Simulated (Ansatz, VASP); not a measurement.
# One calculation of Sb, two programs

```xyz
1
Lattice="0.0000 2.3950 2.3712 2.3712 0.0000 2.3712 2.3712 2.3950 0.0000" Properties=species:S:1:pos:R:3 pbc="T T T"
Sb    0.0000    0.0000    0.0000
```

Change from the starting cell: strain +0.0100 x Voigt [0, 1, 0, 0, 0, 0], atoms carried along.

Alike in both runs: task single point; functional PBE; dispersion D3(BJ); k mesh 18 × 18 × 18; occupations gaussian, width 0.15 eV; no spin polarisation.

|  | VASP | Ansatz |
| --- | --- | --- |
| version | VASP 6.6.1 | Ansatz 0.2.0 |
| potentials or method | VASP PAW PBE potentials, release 64 (Sb) | scalar-relativistic, plane waves, PAW |
| plane-wave cutoff (eV) | 520 | 420 |
| valence electrons in the cell | 5 | 15 |

|  | VASP | Ansatz | Ansatz less VASP |
| --- | --- | --- | --- |
| gap on the k mesh at the Fermi level (eV) | none | none | - |
| pressure (GPa) | -2.0 | -1.9 | +0.14 |
| largest component of the traceless stress (GPa) | 0.13 | 0.13 | 0.000 |

A gap of «none» marks a metal or a gap that the smearing closes. With one functional, cell and mesh, what is left measures potentials, basis and numerics. The two sets of potentials don't hold the same shells in valence.

Caveats: pairwise dispersion overbinds metals, which lowers pressure and volume. Spin-orbit coupling is left out, which matters for the levels of Sb.
